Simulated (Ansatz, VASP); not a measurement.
Te2Mo (single layer cut from the bulk crystal): VASP beside Ansatz

```
CELL_PARAMETERS angstrom
3.56138 0.00000 0.00000
-1.78069 3.08425 0.00000
0.00000 0.00000 16.58141
ATOMIC_POSITIONS crystal
Te 0.33333 0.66667 0.39210
Te 0.33333 0.66667 0.60790
Mo 0.00000 0.00000 0.50000
```

Alike in both runs: task single point; functional PBE; k mesh 24 × 24 × 1; occupations gaussian, width 0.05 eV; no spin polarisation.

|  | VASP | Ansatz |
| --- | --- | --- |
| version | VASP 6.6.1 | Ansatz 0.2.0 |
| potentials or method | VASP PAW PBE potentials, release 64 (Te, Mo_sv) | scalar-relativistic, plane waves, PAW |
| plane-wave cutoff (eV) | 520 | 420 |
| valence electrons in the cell | 26 | 46 |

|  | VASP | Ansatz | Ansatz less VASP |
| --- | --- | --- | --- |
| gap on the k mesh at the Fermi level (eV) | 1.05 | 1.05 | +0.001 |
| rms of the force components (eV/Å) | 0.112 | 0.106 | -0.0067 |

Atom by atom the forces differ by 0.007 eV/Å (rms over components). The two sets of potentials don't hold the same shells in valence.

Caveats: spin-orbit coupling is left out, which moves the levels of the heavy elements.
